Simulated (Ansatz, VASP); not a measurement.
**One calculation of Hg, two programs**

The input INCAR:

```
SYSTEM = Hg
  PREC = Accurate
  ENCUT = 520
  EDIFF = 1E-6
  ISMEAR = 0
  SIGMA = 0.1
  LREAL = .FALSE.
  LASPH = .TRUE.
  NELM = 60
  ALGO = Normal
  ISIF = 2
  LWAVE = .FALSE.
  LCHARG = .FALSE.
  GGA = PE
  IVDW = 12
  NBANDS = 19
```

The input KPOINTS:

```
regular mesh
0
G
  6 6 4
  0 0 0
```

Contents of POSCAR:

```
Hg
1.0
    3.4618096384      0.0000000000      0.0000000000
   -1.7309048192      2.9980150899      0.0000000000
    0.0000000000      0.0000000000      5.4875482800
Hg
2
Direct
    0.6666666700      0.3333333300      0.7500000000
    0.3333333300      0.6666666700      0.2500000000
```

Input for Ansatz:

```yaml
crystal:
  lattice:
    - [3.4618096384, 0.0, 0.0]
    - [-1.7309048192, 2.9980150899, 0.0]
    - [0.0, 0.0, 5.48754828]
  atoms:
    - { symbol: Hg, position: [0.66666667, 0.33333333, 0.75] }
    - { symbol: Hg, position: [0.33333333, 0.66666667, 0.25] }
basis:
  ecutwfc: 420
kpoints:
  mp_grid: { grid: [6, 6, 4] }
hamiltonian:
  xc: pbe
  dispersion: d3bj
scf:
  occupations: { method: gaussian, width: 0.1 }
output:
  forces: true
  stress: true
  eigenvalues: true
```

Alike in both runs: task single point; functional PBE; dispersion D3(BJ); k mesh 6 × 6 × 4; occupations gaussian, width 0.1 eV; no spin polarisation.

|  | VASP | Ansatz |
| --- | --- | --- |
| version | VASP 6.6.1 | Ansatz 0.2.0 |
| potentials or method | VASP PAW PBE potentials, release 64 (Hg) | scalar-relativistic, plane waves, PAW |
| plane-wave cutoff (eV) | 520 | 420 |
| valence electrons in the cell | 24 | 40 |

VASP gave:

| Quantity | Value |
| --- | --- |
| gap on the k mesh at the Fermi level (eV) | none |
| pressure (GPa) | -0.8 |
| largest component of the traceless stress (GPa) | 0.19 |

Q: Estimate Ansatz's values.

A: gap on the k mesh at the Fermi level (eV): none; pressure (GPa): -0.9; largest component of the traceless stress (GPa): 0.18.

A gap of «none» marks a metal or a gap that the smearing closes. With one functional, cell and mesh, what is left measures potentials, basis and numerics. The two sets of potentials don't hold the same shells in valence.

Caveats: pairwise dispersion overbinds metals, which lowers pressure and volume. Spin-orbit coupling is left out, which matters for the levels of Hg.
